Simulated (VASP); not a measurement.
Wanted: the native input for a VASP 6.6.1 run.

```yaml
Task: single point
Functional: PBE
Potentials_or_basis: VASP PAW PBE potentials, release 64 (Na_pv)
Cutoff: 520 eV
k_mesh: 14 × 14 × 8
Occupations: gaussian, width 0.05 eV
Spin: no spin polarisation
Dipole_correction: no
Further_INCAR_settings: ALGO = Fast; EDIFF = 1e-06; NBANDS = 14
```

The structure of Na lies in POSCAR:

```
Na
1.0
    3.7427864156      0.0000000000      0.0000000000
   -1.8713932078      3.2413481169      0.0000000000
    0.0000000000      0.0000000000      6.1043350264
Na
2
Direct
    0.3333333333      0.6666666667      0.7500000000
    0.6666666667      0.3333333333      0.2500000000
```

The cell was built by a generator and needn't be a form met in nature.

The input as run:

INCAR

```
ALGO = Fast ; EDIFF = 1E-6
ENCUT = 520 ; GGA = PE
ISIF = 2 ; ISMEAR = 0
LASPH = T ; LCHARG = F
LREAL = F ; LWAVE = F
NBANDS = 14 ; NELM = 100
PREC = Accurate ; SIGMA = 0.05
```

KPOINTS

```
k-points
0
Gamma
  14 14 8
```

Potentials or basis: VASP PAW PBE potentials, release 64 (Na_pv).

Run with:

```console
$ cat potpaw_PBE.64/Na_pv/POTCAR > POTCAR
$ mpirun -np 1 vasp_std > vasp.out
```

Results of the run:

The pressure is 0.0 GPa and the band gap on the k mesh is none (metal or under the smearing width).

It took 75 s on 1 thread of AMD EPYC 7R13 Processor (Zen 3) (shared host), peak memory 0.21 GiB.
